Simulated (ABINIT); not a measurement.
Runs of ABINIT 10.8.3 (patched build) on BeS. Symmetry: F-43m, No. 216, cubic system. Conventional cell: a = 4.850 Å, b = 4.850 Å, c = 4.850 Å, α = 90.00°, β = 90.00°, γ = 90.00°. S (site symmetry -43m) has 4 Be at 2.10 Å as nearest neighbours. Be (site symmetry -43m) has 4 S at 2.10 Å as nearest neighbours. 

```csv
level,V0 of scaled cells (Å³/atom),B0 (GPa)
PBE+D3,14.19,97
PBE+D2,14.24,(b)
PBE,14.48,93
PBE+D3(BJ),13.95,(a)
```

Alike in all rows: task equation of state; potentials or basis JTH PAW PBE v2.0; no spin polarisation; cell as given; k mesh 9 × 9 × 9; cutoff (eV) 544; smearing fermi-dirac 0.05 eV.

Task: Estimate the missing entries.

Result: (a) 100; (b) 99.

Caveats: pressures at fixed basis lie under the slope of the energies.
